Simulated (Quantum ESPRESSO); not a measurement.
# Rh (Fm-3m) in Quantum ESPRESSO: notebook

One crystal, Rh, is run at these levels: r2SCAN+D3(BJ); tasks: single point, equation of state.

Program: Quantum ESPRESSO 7.5. These are calculated values, not measurements. Logs are shortened: lines on timing, memory, paths and dates and some standing lists are left out, and cuts for length are marked.

**Experimental background.**

“Thermal equation of state of rhodium characterized by XRD in a resistively heated diamond anvil cell”, 2024, pmc:11535440 quotes, for a bulk crystal of Rh: bulk modulus 264 ± 1 GPa.

How close the calculation comes is told below.

## 1. Starting point

Symmetry: Fm-3m, No. 225, cubic system. Conventional cell: a = 3.796 Å, b = 3.796 Å, c = 3.796 Å, α = 90.00°, β = 90.00°, γ = 90.00°. Rh (site symmetry m-3m) is surrounded by 12 Rh at 2.68 Å.

## 2. Single point, r2SCAN+D3(BJ), 12.85 Å³/atom

Input file pw.in:

```
&CONTROL
  calculation = 'scf'
  prefix = 'pwscf'
  outdir = './tmp'
  pseudo_dir = './pseudo'
  tprnfor = .true.
  tstress = .true.
  disk_io = 'nowf'
/
&SYSTEM
  ibrav = 0
  nat = 1
  ntyp = 1
  ecutwfc = 70
  nbnd = 15
  input_dft = 'r2scan'
  occupations = 'smearing'
  smearing = 'fd'
  degauss = 0.00367493
  vdw_corr = 'grimme-d3'
  dftd3_version = 4
  nosym = .true.
  nr1 = 32
  nr2 = 32
  nr3 = 32
/
&ELECTRONS
  conv_thr = 1d-08
  electron_maxstep = 120
  mixing_beta = 0.5
/
ATOMIC_SPECIES
Rh   102.9055 Rh_ONCV_PBE-1.2.upf
CELL_PARAMETERS angstrom
   0.0000000000    1.8591074964    1.8591074964
   1.8591074964    0.0000000000    1.8591074964
   1.8591074964    1.8591074964    0.0000000000
ATOMIC_POSITIONS crystal
Rh     0.0000000000    0.0000000000    0.0000000000
K_POINTS automatic
9 9 9 0 0 0
```

Potentials or basis: SG15 PBE 1.2.

Command:

```
OMP_NUM_THREADS=1 mpirun -n 2 pw.x -nk 2 -in pw.in > pw.out
```

pw.out:

```text
This program is part of the open-source Quantum ESPRESSO suite
     for quantum simulation of materials; please cite
         "P. Giannozzi et al., J. Phys.:Condens. Matter 21 395502 (2009);
         "P. Giannozzi et al., J. Phys.:Condens. Matter 29 465901 (2017);
         "P. Giannozzi et al., J. Chem. Phys. 152 154105 (2020);
     in publications or presentations arising from this work. More details at

     IMPORTANT: XC functional enforced from input :
     Exchange-correlation= R2SCAN
                           (   0   0   0   0   0 497 498)
     Any further DFT definition will be discarded
     Please, verify this is what you really want

     K-points division:     npool     =       2
     Subspace diagonalization in iterative solution of the eigenvalue problem:
     a serial algorithm will be used

     G-vector sticks info
     --------------------
     sticks:   dense  smooth     PW     G-vecs:    dense   smooth      PW
     Sum         475     475    163                 6855     6855    1363

     Using Slab Decomposition

     bravais-lattice index     =            0
     lattice parameter (alat)  =       4.9684  a.u.
     unit-cell volume          =      86.7242 (a.u.)^3
     number of atoms/cell      =            1
     number of atomic types    =            1
     number of electrons       =        17.00
     number of Kohn-Sham states=           15
     kinetic-energy cutoff     =      70.0000  Ry
     charge density cutoff     =     280.0000  Ry
     scf convergence threshold =      1.0E-08
     mixing beta               =       0.5000
     number of iterations used =            8  plain     mixing
     Exchange-correlation= R2SCAN
                           (   0   0   0   0   0 497 498)

     celldm(1)=   4.968421  celldm(2)=   0.000000  celldm(3)=   0.000000
     celldm(4)=   0.000000  celldm(5)=   0.000000  celldm(6)=   0.000000

     crystal axes: (cart. coord. in units of alat)
               a(1) = (   0.000000   0.707107   0.707107 )
               a(2) = (   0.707107   0.000000   0.707107 )
               a(3) = (   0.707107   0.707107   0.000000 )

     reciprocal axes: (cart. coord. in units 2 pi/alat)
               b(1) = ( -0.707107  0.707107  0.707107 )
               b(2) = (  0.707107 -0.707107  0.707107 )
               b(3) = (  0.707107  0.707107 -0.707107 )

     PseudoPot. # 1 for Rh read from file:
     Rh_ONCV_PBE-1.2.upf
     Pseudo is Norm-conserving, Zval = 17.0
     Generated using ONCVPSP code by D. R. Hamann
     Using radial grid of  602 points,  6 beta functions with:
                l(1) =   0
                l(2) =   0
                l(3) =   1
                l(4) =   1
                l(5) =   2
                l(6) =   2

     atomic species   valence    mass     pseudopotential
     Rh               17.00   102.90550     Rh( 1.00)

     No symmetry found

   Cartesian axes

     site n.     atom                  positions (alat units)
         1        Rh     tau(   1) = (   0.0000000   0.0000000   0.0000000  )

     --------------------------------------------
     DFT-D3 Dispersion Correction (3-body terms):
     --------------------------------------------
       Reference C6 values for interpolation:

         atom   Coordination number   C6
         Rh         0.000          1427.89
         Rh         1.900           664.49
         Rh         2.970           489.32

       Values used:

         atom   Coordination number  R0_AB[au]  C6      C8
         Rh        11.369            3.210    489.32  46978.60

         Molecular C6 ( Ry / a.u.^6 ) =       489.32

     number of k points=   365  Fermi-Dirac smearing, width (Ry)=  0.0037

     Number of k-points >= 100: set verbosity='high' to print them.

     Dense  grid:     6855 G-vectors     FFT dimensions: (  32,  32,  32)

     WARNING: libxc functional with ID  497 depends
      on external parameters: check the user_guide of
      QE if you need to modify them or to check their
      default values.

     WARNING: libxc functional with ID  498 depends
      on external parameters: check the user_guide of
      QE if you need to modify them or to check their
      default values.

     Initial potential from superposition of free atoms

     starting charge      16.9481, renormalised to      17.0000
     Starting wfcs are random

     Self-consistent Calculation

     iteration #  1     ecut=    70.00 Ry     beta= 0.50
     Davidson diagonalization with overlap
     ethr =  1.00E-02,  avg # of iterations =  7.4

     total energy              =    -217.05884116 Ry
     estimated scf accuracy    <      10.62754131 Ry

     iteration #  2     ecut=    70.00 Ry     beta= 0.50
     Davidson diagonalization with overlap
     ethr =  1.00E-02,  avg # of iterations =  1.0

     total energy              =    -217.09978870 Ry
     estimated scf accuracy    <       2.40148696 Ry

     iteration #  3     ecut=    70.00 Ry     beta= 0.50
     Davidson diagonalization with overlap
     ethr =  1.00E-02,  avg # of iterations =  1.0

     total energy              =    -217.10098086 Ry
     estimated scf accuracy    <       0.01429030 Ry

     iteration #  4     ecut=    70.00 Ry     beta= 0.50
     Davidson diagonalization with overlap
     ethr =  8.41E-05,  avg # of iterations =  1.8

     total energy              =    -217.10104399 Ry
     estimated scf accuracy    <       0.00015045 Ry

     iteration #  5     ecut=    70.00 Ry     beta= 0.50
     Davidson diagonalization with overlap
     ethr =  8.85E-07,  avg # of iterations =  3.7

     total energy              =    -217.10104793 Ry
     estimated scf accuracy    <       0.00000417 Ry

     iteration #  6     ecut=    70.00 Ry     beta= 0.50
     Davidson diagonalization with overlap
     ethr =  2.46E-08,  avg # of iterations =  1.9

     total energy              =    -217.10104822 Ry
     estimated scf accuracy    <       0.00000056 Ry

     iteration #  7     ecut=    70.00 Ry     beta= 0.50
     Davidson diagonalization with overlap
     ethr =  3.31E-09,  avg # of iterations =  1.0

     total energy              =    -217.10104824 Ry
     estimated scf accuracy    <       0.00000007 Ry

     iteration #  8     ecut=    70.00 Ry     beta= 0.50
     Davidson diagonalization with overlap
     ethr =  4.31E-10,  avg # of iterations =  1.0

     End of self-consistent calculation

     Number of k-points >= 100: set verbosity='high' to print the bands.

     the Fermi energy is    25.0561 ev

!    total energy              =    -217.10104825 Ry
     estimated scf accuracy    <          4.7E-09 Ry
     smearing contrib. (-TS)   =      -0.00067647 Ry
     internal energy E=F+TS    =    -217.10037177 Ry

     The total energy is F=E-TS. E is the sum of the following terms:
     one-electron contribution =     -38.78557044 Ry
     hartree contribution      =      32.33692180 Ry
     xc contribution           =     -22.05645599 Ry
     ewald contribution        =    -188.57788186 Ry
     DFT-D3 Dispersion         =      -0.01738527 Ry

     convergence has been achieved in   8 iterations

     Forces acting on atoms (cartesian axes, Ry/au):

     atom    1 type  1   force =     0.00000000    0.00000000    0.00000000

     Total force =     0.000000     Total SCF correction =     0.000008

     Computing stress (Cartesian axis) and pressure

          total   stress  (Ry/bohr**3)                   (kbar)     P=      177.02
   0.00120337  -0.00000000   0.00000000          177.02       -0.00        0.00
  -0.00000000   0.00120339   0.00000001           -0.00      177.02        0.00
   0.00000000   0.00000001   0.00120339            0.00        0.00      177.02

=------------------------------------------------------------------------------=
   JOB DONE.
=------------------------------------------------------------------------------=
```

Wall time 77 s (2 MPI ranks of Arm Neoverse V2, shared host); peak memory 0.18 GiB.

What came out:

```yaml
Free_energy: -2953.8102 eV
Pressure: 17.7 GPa
Band_gap_on_the_k_mesh: none (metal or under the smearing width)
```

Caveat: the k mesh is coarse; the potentials were made for another functional, which shifts forces and pressure; pairwise dispersion overbinds metals, which lowers pressure and volume.

## 3. Single point, r2SCAN+D3(BJ), 13.12 Å³/atom

Changes to pw.in since step 2:

```diff
@@ -34,5 +34,5 @@
 CELL_PARAMETERS angstrom
-   0.0000000000    1.8591074964    1.8591074964
-   1.8591074964    0.0000000000    1.8591074964
-   1.8591074964    1.8591074964    0.0000000000
+   0.0000000000    1.8722002341    1.8722002341
+   1.8722002341    0.0000000000    1.8722002341
+   1.8722002341    1.8722002341    0.0000000000
 ATOMIC_POSITIONS crystal
```

Potentials or basis: SG15 PBE 1.2.

Command:

```
OMP_NUM_THREADS=1 mpirun -n 2 pw.x -nk 2 -in pw.in > pw.out
```

Run time: 77 s. Hardware: 2 MPI ranks of Arm Neoverse V2, shared host; peak memory 0.18 GiB.

The run converged. Its results:

| Item | Value |
| --- | --- |
| Free energy | -2953.8341 eV |
| Pressure | 10.0 GPa |
| Band gap on the k mesh | none (metal or under the smearing width) |

Caveat: the k mesh is coarse; the potentials were made for another functional, which shifts forces and pressure; pairwise dispersion overbinds metals, which lowers pressure and volume.

## 4. Single point, r2SCAN+D3(BJ), 13.40 Å³/atom

Changes to pw.in since step 3:

```diff
@@ -34,5 +34,5 @@
 CELL_PARAMETERS angstrom
-   0.0000000000    1.8722002341    1.8722002341
-   1.8722002341    0.0000000000    1.8722002341
-   1.8722002341    1.8722002341    0.0000000000
+   0.0000000000    1.8851123679    1.8851123679
+   1.8851123679    0.0000000000    1.8851123679
+   1.8851123679    1.8851123679    0.0000000000
 ATOMIC_POSITIONS crystal
```

Command:

```
OMP_NUM_THREADS=1 mpirun -n 2 pw.x -nk 2 -in pw.in > pw.out
```

It took 77 s on 2 MPI ranks of Arm Neoverse V2, shared host; peak memory 0.2 GiB.

The run converged. Its results:

| Quantity | Value |
| --- | --- |
| Free energy | -2953.8457 eV |
| Pressure | 3.3 GPa |
| Band gap on the k mesh | none (metal or under the smearing width) |

Caveat: the k mesh is coarse; the potentials were made for another functional, which shifts forces and pressure; pairwise dispersion overbinds metals, which lowers pressure and volume.

## 5. Single point, r2SCAN+D3(BJ), 13.67 Å³/atom

Changes to pw.in since step 4:

```diff
@@ -34,5 +34,5 @@
 CELL_PARAMETERS angstrom
-   0.0000000000    1.8851123679    1.8851123679
-   1.8851123679    0.0000000000    1.8851123679
-   1.8851123679    1.8851123679    0.0000000000
+   0.0000000000    1.8978500000    1.8978500000
+   1.8978500000    0.0000000000    1.8978500000
+   1.8978500000    1.8978500000    0.0000000000
 ATOMIC_POSITIONS crystal
```

Command:

```
OMP_NUM_THREADS=1 mpirun -n 2 pw.x -nk 2 -in pw.in > pw.out
```

It took 77 s on 2 MPI ranks of Arm Neoverse V2, shared host; peak memory 0.18 GiB.

The run converged. Its results:

* Free energy: -2953.8464 eV
* Pressure: -2.7 GPa
* Band gap on the k mesh: none (metal or under the smearing width)

Caveat: the k mesh is coarse; the potentials were made for another functional, which shifts forces and pressure; pairwise dispersion overbinds metals, which lowers pressure and volume.

## 6. Single point, r2SCAN+D3(BJ), 13.94 Å³/atom

Changes to pw.in since step 5:

```diff
@@ -34,5 +34,5 @@
 CELL_PARAMETERS angstrom
-   0.0000000000    1.8978500000    1.8978500000
-   1.8978500000    0.0000000000    1.8978500000
-   1.8978500000    1.8978500000    0.0000000000
+   0.0000000000    1.9104189093    1.9104189093
+   1.9104189093    0.0000000000    1.9104189093
+   1.9104189093    1.9104189093    0.0000000000
 ATOMIC_POSITIONS crystal
```

Potentials or basis: SG15 PBE 1.2.

Command:

```
OMP_NUM_THREADS=1 mpirun -n 2 pw.x -nk 2 -in pw.in > pw.out
```

Wall time 78 s (2 MPI ranks of Arm Neoverse V2, shared host); peak memory 0.2 GiB.

It converged, with:

```yaml
Free_energy: -2953.8374 eV
Pressure: -8.0 GPa
Band_gap_on_the_k_mesh: none (metal or under the smearing width)
```

Caveat: the k mesh is coarse; the potentials were made for another functional, which shifts forces and pressure; pairwise dispersion overbinds metals, which lowers pressure and volume.

## 7. Single point, r2SCAN+D3(BJ), 14.22 Å³/atom

Changes to pw.in since step 6:

```diff
@@ -34,5 +34,5 @@
 CELL_PARAMETERS angstrom
-   0.0000000000    1.9104189093    1.9104189093
-   1.9104189093    0.0000000000    1.9104189093
-   1.9104189093    1.9104189093    0.0000000000
+   0.0000000000    1.9228245745    1.9228245745
+   1.9228245745    0.0000000000    1.9228245745
+   1.9228245745    1.9228245745    0.0000000000
 ATOMIC_POSITIONS crystal
```

Command:

```
OMP_NUM_THREADS=1 mpirun -n 2 pw.x -nk 2 -in pw.in > pw.out
```

Wall time 78 s (2 MPI ranks of Arm Neoverse V2, shared host); peak memory 0.2 GiB.

Results (log left out):

```
Free energy            : -2953.8199 eV
Pressure               : -12.7 GPa
Band gap on the k mesh : none (metal or under the smearing width)
```

Caveat: the k mesh is coarse; the potentials were made for another functional, which shifts forces and pressure; pairwise dispersion overbinds metals, which lowers pressure and volume.

## 8. Single point, r2SCAN+D3(BJ), 14.49 Å³/atom

Changes to pw.in since step 7:

```diff
@@ -34,5 +34,5 @@
 CELL_PARAMETERS angstrom
-   0.0000000000    1.9228245745    1.9228245745
-   1.9228245745    0.0000000000    1.9228245745
-   1.9228245745    1.9228245745    0.0000000000
+   0.0000000000    1.9350721950    1.9350721950
+   1.9350721950    0.0000000000    1.9350721950
+   1.9350721950    1.9350721950    0.0000000000
 ATOMIC_POSITIONS crystal
```

Command:

```
OMP_NUM_THREADS=1 mpirun -n 2 pw.x -nk 2 -in pw.in > pw.out
```

Run time: 78 s. Hardware: 2 MPI ranks of Arm Neoverse V2, shared host; peak memory 0.2 GiB.

It converged, with:

```yaml
Free_energy: -2953.7950 eV
Pressure: -16.8 GPa
Band_gap_on_the_k_mesh: none (metal or under the smearing width)
```

Caveat: the k mesh is coarse; the potentials were made for another functional, which shifts forces and pressure; pairwise dispersion overbinds metals, which lowers pressure and volume.

## 9. Equation of state, r2SCAN+D3(BJ)

Potentials or basis: SG15 PBE 1.2.

No new run: the results of the series are fitted here.

Results:

- Equilibrium volume: 13.55 Å³/atom
- Bulk modulus: 295 GPa
- Pressure derivative of the bulk modulus: 5.1

Energy against volume, from the lowest point:
```tsv
volume (Å³/atom)	energy (meV/atom)
12.851	36.15
13.125	12.27
13.398	0.70
13.671	0.00
13.945	8.99
14.218	26.44
14.492	51.42
```

Caveat: the k mesh is coarse; the potentials were made for another functional, which shifts forces and pressure.

## 10. How close it comes

Step 9. A measured bulk modulus of Rh is 264 GPa (quoted in “Thermal equation of state of rhodium characterized by XRD in a resistively heated diamond anvil cell”, 2024, pmc:11535440); the calculated 295 GPa misses it by +11.7 %. The fit is for a static lattice scaled at fixed shape and fixed fractional positions.
